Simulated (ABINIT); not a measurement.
Set up this calculation in ABINIT 10.8.3 (patched build), as the native input.

```yaml
Task: work function
Functional: PBE
Potentials_or_basis: JTH PAW PBE v2.0
Cutoff: 599 eV
k_mesh: 9 × 9 × 1
Occupations: fermi-dirac, width 0.05 eV
Spin: no spin polarisation
Most_SCF_steps: 120
Fine-grid_cutoff: 1197.3 eV
```

The system is In, a slab with vacuum.

```
In
1.0
     3.33927    0.00000    0.00000
    -1.66964    2.89190    0.00000
     0.00000    0.00000   25.93174
In
5
Direct
  0.66667 0.33333 0.28922
  0.00000 0.00000 0.39428
  0.66667 0.33333 0.50000
  0.33333 0.66667 0.60572
  0.66667 0.33333 0.71078
```

One way to write it, as run:

run.abi

```
# Pseudopotentials
pp_dirpath "./"
pseudos "In.GGA_PBE-JTH.xml"

# Structure
acell 3*1.0
rprim
     6.3103126219     0.0000000000     0.0000000000
    -3.1551563110     5.4648910364     0.0000000000
     0.0000000000     0.0000000000    49.0038833090
ntypat 1
znucl 49
natom 5
typat 1 1 1 1 1
xcart
     1.6696368166     0.9639652655     7.5000000000
     0.0000000000     0.0000000000    10.2242750429
     1.6696368166     0.9639652655    12.9658691464
     0.0000000000     1.9279305310    15.7074632500
     1.6696368166     0.9639652655    18.4317382929 Angstrom
chkprim 0
chksymtnons 0
tolsym 1.0e-6

# Plane-wave basis
ecut 598.650497 eV
pawecutdg 44.0
pawxcdev 0

# k points
kptopt 1
ngkpt 9 9 1
nshiftk 1
shiftk 0.0 0.0 0.0

# Exchange and correlation
ixc 11

# Bands and occupations
nband 39
occopt 3
tsmear 0.05 eV

# SCF cycle
nstep 120
tolvrs 1.0e-9

# Output
iomode 3
prtwf 0
prteig 0
prtebands 0
prtden 1
prtvha 1
prtvclmb 1
prtpot 1
```

Potentials or basis: JTH PAW PBE v2.0.

Run with:

```sh
$ mpirun --bind-to none -np 4 abinit run.abi > log 2>&1
```

Results of the run:

The largest force is 0.201 eV/Å and the band gap on the k mesh is none (metal or under the smearing width). The valence electrons inside the program's atomic spheres are In 11.09, 11.11, 11.12 (radii [1.3264] Å) and the work function is 3.87 eV.

It took 2.2 min on 4 MPI ranks on Arm Neoverse V1, on a shared host, peak memory 1 GiB a rank.
